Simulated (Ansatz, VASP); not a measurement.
Given: the input of a run of Ansatz 0.2.0 on Ga.

Contents of input.yaml:

```yaml
crystal:
  lattice:
    - [4.44947, 0.0, 0.0]
    - [-2.22474, 3.85336, 0.0]
    - [0.0, 0.0, 2.7652]
  atoms:
    - { symbol: Ga, position: [0.33333, 0.66667, 0.5] }
    - { symbol: Ga, position: [0.66667, 0.33333, 0.5] }
hamiltonian:
  xc: pbe
  pseudopotentials: { kind: paw }
kpoints:
  mp_grid: { grid: [7, 7, 10] }
scf:
  occupations: { method: fermi_dirac, width: 0.05 }
output:
  forces: true
  stress: true
  eigenvalues: true
```

Potentials or basis: Ansatz PAW.

The run is started by

```bash
$ ansatz run input.yaml --threads 1 --pin off --max-ram 3584MiB --backend cpu --events-out ev --progress --plain --runs-dir out
```

Problem. Set up the same calculation for VASP 6.6.1. Potentials there: VASP PAW PBE potentials, release 64 (Ga_d).

Solution. As run (the cutoff follows the program's own potentials):

File INCAR:

```
SYSTEM = Ga
PREC = Accurate ; ENCUT = 520
EDIFF = 1E-7 ; ISMEAR = -1
SIGMA = 0.05 ; LREAL = .False.
LASPH = .True. ; NELM = 80
ALGO = Fast ; ISIF = 2
LWAVE = .False. ; LCHARG = .False.
GGA = PE ; NBANDS = 20
```

The input KPOINTS:

```
regular mesh
0
Gamma
  7 7 10
  0 0 0
```

The input POSCAR:

```
Ga
1.0
    4.4494700000      0.0000000000      0.0000000000
   -2.2247400000      3.8533600000      0.0000000000
    0.0000000000      0.0000000000      2.7652000000
Ga
2
Direct
    0.3333300000      0.6666700000      0.5000000000
    0.6666700000      0.3333300000      0.5000000000
```

Potentials or basis: VASP PAW PBE potentials, release 64 (Ga_d).

Run with:

```bash
$ cat potpaw_PBE.64/Ga_d/POTCAR > POTCAR
$ mpirun -np 1 vasp_std > vasp.out
```

Both were run:

|  | VASP | Ansatz | Ansatz less VASP |
| --- | --- | --- | --- |
| gap on the k mesh at the Fermi level (eV) | none | none | - |
| pressure (GPa) | 0.2 | 0.1 | -0.09 |
| largest component of the traceless stress (GPa) | 0.91 | 0.88 | -0.030 |

A gap of «none» marks a metal or a gap that the smearing closes. The functional is the same, so the differences come from potentials, cutoffs and numerics.
